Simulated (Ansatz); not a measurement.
# Pt (Fm-3m) in Ansatz: further runs

The runs below take Pt through single point, relaxation of cell and atoms, with PBE, revPBE.

Everything below comes from runs of Ansatz 0.2.0. Logs are shortened: lines on timing, memory, paths and dates and some standing lists are left out, and cuts for length are marked.

### 1 The crystal as given

The structure is cubic, space group Fm-3m (No. 225). Conventional cell: a = 3.922 Å, b = 3.922 Å, c = 3.922 Å, α = 90.00°, β = 90.00°, γ = 90.00°. Around Pt (site symmetry m-3m) lie 12 Pt at 2.77 Å.

### 2 Single point, PBE

File input.yaml:

```yaml
crystal:
  lattice:
    - [0.0, 1.9609, 1.9609]
    - [1.9609, 0.0, 1.9609]
    - [1.9609, 1.9609, 0.0]
  atoms:
    - { symbol: Pt, position: [0.0, 0.0, 0.0] }
kpoints:
  mp_grid: { grid: [8, 8, 8] }
scf:
  occupations: { method: fermi_dirac, width: 0.06 }
hamiltonian:
  xc: pbe
  pseudopotentials: { kind: all_electron, lapw: { basis_error: 0.003 } }
output:
  forces: true
  stress: true
  eigenvalues: true
```

Potentials or basis: all-electron LAPW, scalar-relativistic.

The run is started by

```bash
> ansatz run input.yaml --threads 1 --pin off --max-ram 3072MiB --backend cpu --events-out ev --progress --plain --runs-dir out
```

Standard output:

```text
Warning: RAYON_NUM_THREADS=1 ignored (pool sized by the plan → 1); use --threads N
LAPW: plane waves up to 7.930 Å⁻¹, error target 3.0e-3 eV per atom; small_component_spin mean_spin; Pt in spheres of 1.387 Å, 42 of its electrons in bands, Dirac shells [] (how accurate: hamiltonian.pseudopotentials.lapw.basis_error, Limitations)
Engine: ansatz 0.2.0, aarch64-unknown-linux-gnu
Pseudopotentials: kind: all_electron
Pseudopotential: Pt, LAPW, valence charge 42, lapw/all_electron/scalar/gaussian/Pt, Koelling and Harmon's equation, gaussian nucleus
Functional definition: PBE
  parameter kappa = 0.804
  parameter beta = 0.06672455060314922
  exchange = pbe_x(kappa = kappa, mu = beta*pi^2/3)
  correlation = pbe_c(beta = beta)
Crystal: 1 atoms, lattice volume = 15.080 Å³
Basis set: ecut = 239.60914108190454 eV, 137 PW (Γ), exchange–correlation at level 2
Bands: 26, of which v1, the nominal top of the filled ones, is band 21 counted from 1 (20 counted from 0)
Symmetry: 48 space group operations
Space group: Fm-3m (ITA 225), of the structure as read, at distance tolerance 2.5e-5 Å
k-points: 29 of 512
Non-local potential: Pt, projectors of the file, none
Initial density: superposition of atomic densities (chi_scale 0.1, normalization cell)
Initial wavefunctions: plane waves of lowest kinetic energy (no species holds an atomic orbital)
Functional: x = pbe(κ = 0.804, μ = 0.2195149727645171), c = pbe(β = 0.06672455060314922)
iter 1 solved again at ethr=1.76e-4 eV; its pass at ethr=1.00e-1 eV (dr2=7.39e-2 eV) is discarded
SCF iter   1: F=—  HF=-500957.653524 eV  |F-HF|=—  |Δ(HF+E_count)|=         —  Δρ=3.06e-2  dr2=7.41e-2  ethr=1.76e-4  ⟨swp⟩=2.9  Hψ=4759  notcnv=0
preconditioner: auto → Kerker (q_TF=auto, 3.236 Å⁻¹)  [metal: Δε(μ)=0.053 eV  Ē_g=15.888 eV  σ=0.060 eV  W_gap=0.22  n_scr=14 (ndim 8)  ℏωp=30.2 eV  f_vac=0.005  D(μ)=1.57/eV (n_scr^D=14)]
SCF iter   2: F=—  HF=-500957.322310 eV  |F-HF|=—  |Δ(HF+E_count)|=   3.31e-1  Δρ=8.52e-3  dr2=7.90e-3  ethr=1.76e-4  ⟨swp⟩=2.3  Hψ=2329  notcnv=0
SCF iter   3: F=—  HF=-500957.304844 eV  |F-HF|=—  |Δ(HF+E_count)|=   1.75e-2  Δρ=7.76e-3  dr2=6.91e-3  ethr=1.88e-5  ⟨swp⟩=2.0  Hψ=2189  notcnv=0
SCF iter   4: F=—  HF=-500957.303490 eV  |F-HF|=—  |Δ(HF+E_count)|=   1.35e-3  Δρ=4.98e-3  dr2=3.24e-3  ethr=1.65e-5  ⟨swp⟩=2.0  Hψ=2188  notcnv=0
SCF iter   5: F=—  HF=-500957.303050 eV  |F-HF|=—  |Δ(HF+E_count)|=   4.40e-4  Δρ=2.24e-3  dr2=7.89e-4  ethr=7.72e-6  ⟨swp⟩=2.0  Hψ=2155  notcnv=0
iter 6 solved again at ethr=5.55e-8 eV; its pass at ethr=1.88e-6 eV (dr2=2.33e-5 eV) is discarded
SCF iter   6: F=—  HF=-500957.303127 eV  |F-HF|=—  |Δ(HF+E_count)|=   7.67e-5  Δρ=3.76e-4  dr2=2.33e-5  ethr=5.55e-8  ⟨swp⟩=2.0  Hψ=3740  notcnv=0
SCF iter   7: F=—  HF=-500957.303124 eV  |F-HF|=—  |Δ(HF+E_count)|=   2.70e-6  Δρ=7.75e-5  dr2=6.80e-7  ethr=5.54e-8  ⟨swp⟩=2.0  Hψ=2189  notcnv=0
SCF iter   8: F=-500957.303124 eV  HF=-500957.303124 eV  |F-HF|=4.54e-9  |Δ(HF+E_count)|=   1.97e-8  Δρ=1.55e-5  dr2=3.07e-8  ethr=1.62e-9  ⟨swp⟩=2.0  Hψ=2189  notcnv=0
SCF 1 converged in 8 iterations: F = -500957.303124 eV  dr2 = 3.07e-8
SCF converged after 8 iterations
Free energy (F): -500957.303124 eV
Harris-Foulkes:  -500957.303124 eV  (|F-HF|=4.54e-9)
Internal energy: -500957.282061 eV  (E = F + TS)
E sigma→0 (E₀):  -500957.292593 eV
Entropy (-TS):   -0.021062 eV (-21.062 meV/atom)
Fermi energy:    28.812368 eV
--- Per-component energies (eV) ---
  E_band       = -3308.782388
  E_kinetic    = 568891.176556
  E_xc         = -9694.231212
  E_electrostatic = -1060154.227405  (all electrons and nuclei)
  E_smearing   = -0.021062  (= −TS)
  E_closure    = 0.000000  (closes the sum)
  E_atoms      = -500951.217831  (free atoms, spherical and without spin; not in F)
  Σ components = -500957.303124   (vs F -500957.303124, Δ=0.00e0)
  Basis errors (estimates in eV, not in F): energy 7.1e-4 per atom: plane waves 5.9e-4 (3.0e-4 summed), levels above the bands 1.1e-153, relativity 2.2e-7, radial functions 1.2e-4, core shells 1.0e-7; eigenvalues (radial functions only) 1.8e-5; not estimated: angular momenta, meshes, grids; target (lapw.basis_error) 3.0e-3; muffin-tin radii Pt 1.387 Å
--- Forces (eV/Å), atoms counted from 1 ---
  atom   1  Pt     0.00000000    -0.00000000     0.00000000
  max |Σ_I F_I| component: 5.42e-31 eV/Å
--- Stress (GPa, compression-positive) ---
        9.532889       0.000000       0.000000
        0.000000       9.532889       0.000000
        0.000000       0.000000       9.532889
  P = ⅓ Tr σ = 9.5329 GPa (95.329 kbar)
--- Band table (eV; the first three rows and the last of 29) ---
  k-point 0: bands = ["-274.4419", "-274.4419", "-274.4419", "-274.4053", "-274.4053", "-69.6754", "-38.1955", "-38.1657", "-38.1657", "-38.1657", "-38.1483", "-38.1483", "-38.1483", "-23.6612", "-23.6612", "-23.6612", "18.6535", "25.0612", "25.0612", "25.0612", "27.2168", "27.2168", "43.4929", "48.4393", "48.4393", "48.4393"]
  k-point 1: bands = ["-274.4419", "-274.4419", "-274.4419", "-274.4053", "-274.4053", "-69.6706", "-38.1952", "-38.1662", "-38.1662", "-38.1656", "-38.1483", "-38.1480", "-38.1480", "-23.7320", "-23.6714", "-23.6714", "19.2663", "24.8193", "25.2808", "25.2808", "27.1161", "27.1161", "44.3783", "45.9953", "49.3692", "49.3692"]
  k-point 2: bands = ["-274.4419", "-274.4419", "-274.4419", "-274.4053", "-274.4053", "-69.6588", "-38.1945", "-38.1674", "-38.1674", "-38.1656", "-38.1484", "-38.1475", "-38.1475", "-23.9008", "-23.6959", "-23.6959", "20.7006", "24.7174", "25.4341", "25.4341", "27.3964", "27.3964", "42.1765", "45.2210", "51.4610", "51.4610"]
  k-point 28: bands = ["-274.4419", "-274.4419", "-274.4419", "-274.4053", "-274.4053", "-69.6312", "-38.1928", "-38.1690", "-38.1690", "-38.1682", "-38.1471", "-38.1471", "-38.1469", "-23.9758", "-23.9758", "-23.8433", "23.1880", "24.2995", "24.2995", "26.8466", "29.3535", "36.0035", "37.1588", "37.1588", "40.9145", "53.2887"]
```

Wall time 3.6 s (1 thread of Arm Neoverse V1, shared host); peak memory 0.23 GiB.

Results:

- Free energy: -500957.3031 eV
- Pressure: 9.5 GPa
- Band gap on the k mesh: none (metal or under the smearing width)

Caveat: the k mesh is thin for a metal, which can move the energy by tens of meV per atom. The run has no spin-orbit coupling, so splittings on Pt are missing.

### 3 Single point, PBE

File input.yaml:

```yaml
crystal:
  lattice:
    - [0.0, 1.9609, 1.9609]
    - [1.9609, 0.0, 1.9609]
    - [1.9609, 1.9609, 0.0]
  atoms:
    - { symbol: Pt, position: [0.0, 0.0, 0.0] }
kpoints:
  mp_grid: { grid: [12, 12, 12] }
scf:
  occupations: { method: gaussian, width: 0.017 }
hamiltonian:
  xc: pbe
  pseudopotentials: { kind: all_electron, lapw: { basis_error: 0.001 } }
output:
  forces: true
  stress: true
  eigenvalues: true
```

Potentials or basis: all-electron LAPW, scalar-relativistic.

The run is started by

```bash
> ansatz run input.yaml --threads 1 --pin off --max-ram 3072MiB --backend cpu --events-out ev --progress --plain --runs-dir out
```

It took 10 s on 1 thread of Arm Neoverse V1, shared host; peak memory 0.29 GiB.

It converged, with:

```yaml
Free_energy: -500957.3068 eV
Pressure: 10.2 GPa
Band_gap_on_the_k_mesh: none (metal or under the smearing width)
```

Levels at points of the mesh, in eV from the Fermi level:
```
             k point  band 17  band 18  band 19  band 20  band 21  band 22  band 23  band 24  band 25  band 26
  (0.00, 0.00, 0.00)   -10.26    -3.82    -3.82    -3.82    -1.66    -1.66    14.57    19.52    19.52    19.52
 (0.00, 0.00, -0.50)    -7.37    -3.89    -3.89    -0.52     0.02     0.02     5.83    14.14    18.92    18.92
(0.00, -0.50, -0.50)    -7.12    -6.66    -0.01     0.48     0.48     1.74     8.87    11.36    11.36    20.07
```

### 4 Relaxation of cell and atoms, revPBE

Changes to input.yaml since step 3:

```diff
@@ -10,5 +10,5 @@
 scf:
-  occupations: { method: gaussian, width: 0.017 }
+  occupations: { method: fermi_dirac, width: 0.05 }
 hamiltonian:
-  xc: pbe
+  xc: revpbe
   pseudopotentials: { kind: all_electron, lapw: { basis_error: 0.001 } }
@@ -17,2 +17,5 @@
   stress: true
-  eigenvalues: true
+relax:
+  f_tol: 0.02
+  max_steps: 60
+  cell: {}
```

Potentials or basis: all-electron LAPW, scalar-relativistic.

The run is started by

```bash
> ansatz run input.yaml --threads 1 --pin off --max-ram 3072MiB --backend cpu --events-out ev --progress --plain --runs-dir out
```

Standard output:

```text
Warning: RAYON_NUM_THREADS=1 ignored (pool sized by the plan → 1); use --threads N
The last accepted step is kept in <dir> (removed where the run ends without a failure and the disk answers)
LAPW: plane waves up to 8.732 Å⁻¹, error target 1.0e-3 eV per atom; small_component_spin mean_spin; Pt in spheres of 1.345 Å, 42 of its electrons in bands, Dirac shells [] (how accurate: hamiltonian.pseudopotentials.lapw.basis_error, Limitations)
Engine: ansatz 0.2.0, aarch64-unknown-linux-gnu
Pseudopotentials: kind: all_electron
Pseudopotential: Pt, LAPW, valence charge 42, lapw/all_electron/scalar/gaussian/Pt, Koelling and Harmon's equation, gaussian nucleus
Functional definition: revPBE
  parameter kappa = 1.245
  parameter beta = 0.06672455060314922
  exchange = pbe_x(kappa = kappa, mu = beta*pi^2/3)
  correlation = pbe_c(beta = beta)
Crystal: 1 atoms, lattice volume = 15.080 Å³
Basis set: ecut = 290.49063873358153 eV, 169 PW (Γ), exchange–correlation at level 2
Bands: 26, of which v1, the nominal top of the filled ones, is band 21 counted from 1 (20 counted from 0)
Symmetry: 48 space group operations
Space group: Fm-3m (ITA 225), of the structure as read, at distance tolerance 2.5e-5 Å
k-points: 72 of 1728
[... 70 lines left out ...]
Fermi energy:    27.215093 eV
--- Per-component energies (eV) ---
  E_band       = -3369.122719
  E_kinetic    = 568906.126239
  E_xc         = -9703.605867
  E_electrostatic = -1060169.645117  (all electrons and nuclei)
  E_smearing   = -0.016132  (= −TS)
  E_closure    = 0.000000  (closes the sum)
  E_atoms      = -500961.542620  (free atoms, spherical and without spin; not in F)
  Σ components = -500967.140877   (vs F -500967.140877, Δ=0.00e0)
  Basis errors (estimates in eV, not in F): energy 2.5e-4 per atom: plane waves 2.1e-4 (1.1e-4 summed), levels above the bands 3.2e-152, relativity 9.9e-8, radial functions 4.1e-5, core shells 1.6e-7; eigenvalues (radial functions only) 3.0e-6; not estimated: angular momenta, meshes, grids; target (lapw.basis_error) 1.0e-3; muffin-tin radii Pt 1.367 Å
--- Forces (eV/Å), atoms counted from 1 ---
  atom   1  Pt    -0.00000000     0.00000000    -0.00000000
  max |Σ_I F_I| component: 9.04e-32 eV/Å
--- Stress (GPa, compression-positive) ---
        0.024251      -0.000000      -0.000000
       -0.000000       0.024251      -0.000000
       -0.000000      -0.000000       0.024251
  P = ⅓ Tr σ = 0.0243 GPa (0.243 kbar)
--- Relaxed structure (4 steps of the walk, 3 accepted, 1 SCFs on fresh bases) ---
  F+E_penalty+E_count = -500967.14087721 eV   max|allowed force component| = 0.000e0 eV/Å   (the final SCF, on the basis selected at the relaxed cell)
  cell:  # Å, volume = 15.8403 Å³
    - [-4.4584493401879045e-35, 1.9933232758199841, 1.9933232758199841]
    - [1.9933232758199841, -4.4584517173793805e-35, 1.9933232758199841]
    - [1.9933232758199841, 1.9933232758199841, 9.553822561679232e-35]
  atoms:
    - { symbol: Pt, position: [0.0, 0.0, 0.0] }
```

Wall time 32 s (1 thread of Arm Neoverse V1, shared host); peak memory 0.3 GiB.

Results:

* Free energy: -500967.1409 eV
* Relaxed volume: 15.84 Å³/atom
* Relaxed cell: a = 2.819 Å, b = 2.819 Å, c = 2.819 Å, α = 60.00°, β = 60.00°, γ = 60.00°
* Space group after relaxing (to 0.05 Å): Fm-3m (No. 225)
* Energy gained by relaxing: 29.9 meV/atom
* Ionic steps: 4
* Pressure after relaxing: 0.0 GPa

The path:
```
step  energy change (eV)  largest force (eV/Å)  volume (Å³)
   1              0.0000                0.0000        15.08
   2             -0.0290                0.0000        15.99
   3             -0.0299                0.0000        15.84
   4             -0.0299                0.0000        15.84
```

Final structure:
```
Pt
1.0
     0.00000    1.99332    1.99332
     1.99332    0.00000    1.99332
     1.99332    1.99332    0.00000
Pt
1
Direct
  0.00000 0.00000 0.00000
```

Spin-orbit coupling is left out, which matters for the levels of Pt. Zero-point motion and thermal expansion aren't in these numbers.

### 5 The runs side by side

| task | level | cell | k mesh | cutoff (eV) | smearing | basis error allowed | gap on the mesh (eV) | pressure (GPa) |
| --- | --- | --- | --- | --- | --- | --- | --- | --- |
| single point | PBE | as given | 8 × 8 × 8 | 240 | fermi-dirac 0.06 eV | 0.003 eV/atom | none | 9.5 |
| single point | PBE | as given | 12 × 12 × 12 | 270 | gaussian 0.017 eV | 0.001 eV/atom | none | 10.2 |
| relaxation of cell and atoms | revPBE | relaxed | 12 × 12 × 12 | - | fermi-dirac 0.05 eV | 0.001 eV/atom | - | 0.0 |

Alike in all rows: potentials or basis all-electron LAPW, scalar-relativistic; no spin polarisation.

Caveats: the k mesh is thin for a metal, which can move the energy by tens of meV per atom (some runs).

Compare energies only between runs with the same functional and basis.
